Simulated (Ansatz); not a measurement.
AlCo: opening a crack plane

AlCo, Pm-3m, a = 2.823 Å. The structure is a Materials Project entry; whether it is the stable form wasn't checked. Ansatz: PBEsol, PAW, 420 eV, Γ-centred 21×21×7 mesh on 6 atoms, Gaussian smearing 0.15 eV; no spin polarisation. One cut on (100) per cell of 6 atoms is opened rigidly by x, between planes of Al and Co that stand 1.41 Å apart; y is the energy per area (7.967 Å², 1 eV/Å² = 16.02 J/m²).

| x (Å) | y (J/m²) |
| --- | --- |
| 0.00 | 0.000 |
| 0.50 | ? |
| 1.00 | 2.982 |
| 2.00 | 5.358 |
| 3.00 | 6.367 |
| 6.00 | 6.772 |

Fit the universal binding curve y = W[1 − (1 + x/l) e^(−x/l)] to the other rows, give the peak stress, and predict the missing value.

Least squares gives W = 6.78 J/m² and l = 0.675 Å. The stress dy/dx peaks at x = l with W/(e l) = 37.0 GPa, for rigid faces. At x = 0.50: x/l = 0.741, y = 1.153 J/m². The run gave 1.214 J/m², so the fit is 0.061 J/m² too low, a small miss on the scale of the series.

Cost: 6 runs of about 13 core-minutes in all, on Arm Neoverse N1 (shared hosts).